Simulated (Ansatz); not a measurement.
The system is TePb.

```
CELL_PARAMETERS angstrom
0.00000 3.23100 3.23100
3.23100 0.00000 3.23100
3.23100 3.23100 0.00000
ATOMIC_POSITIONS crystal
Pb 0.00000 0.00000 0.00000
Te 0.50000 0.50000 0.50000
```

Base run:

| Item | Value |
| --- | --- |
| Program | Ansatz 0.2.0 |
| Functional | revPBE |
| Potentials or basis | Ansatz PAW |
| Cutoff | 420 eV (not typed: the program's choice for these potentials) |
| k mesh | 7 × 7 × 7 |
| Occupations | fermi-dirac, width 0.05 eV |
| Spin | no spin polarisation |

Its results: pressure 3.2 GPa.

Task: The run is repeated on the same cell with these changes: functional from revPBE to RPBE. What comes out?

Result: Pressure 3.6 GPa.

Caveats: the PAW data sets come from PBE, with cores solved anew for the run's functional, which leaves a small shift of forces and pressure.
